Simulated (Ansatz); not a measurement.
FeO (Wuestite) in Ansatz: the effect of functional

Crystal: FeO (Wuestite).

```xyz
2
Lattice="1.5188 0.8769 2.5196 -1.5188 0.8769 2.5196 0.0000 -1.7538 2.5196" Properties=species:S:1:pos:R:3 pbc="T T T"
Fe    0.0000    0.0000    0.0000
O     0.0000    0.0000    3.7794
```

Alike in all runs:

| Property | Result |
| --- | --- |
| Program | Ansatz 0.2.0 |
| Task | band structure |
| Potentials or basis | Ansatz PAW |
| k mesh | 9 × 9 × 9 |
| Occupations | fermi-dirac, width 0.05 eV |
| Spin | collinear spin, ferromagnetic start |
| Starting moments | [3.0, 0.0] μB |

**Question.** One run gave: pressure -1.2 GPa. Which functional did it use?
A. PBE
B. r2SCAN
C. LDA

**Answer.** A.

```tsv
functional	cutoff	pressure (GPa)
LDA	420 eV	-16.5
r2SCAN	500 eV	-5.7
PBE	420 eV	-1.2
```

Caveats: a cell with one magnetic atom can't hold antiferromagnetic order, which such compounds often take; the PAW data sets come from PBE, with cores solved anew for the run's functional, which leaves a small shift of forces and pressure (some runs); the magnetic or orbital state may not be the lowest (some runs).

Not every run made on this cell is shown here.
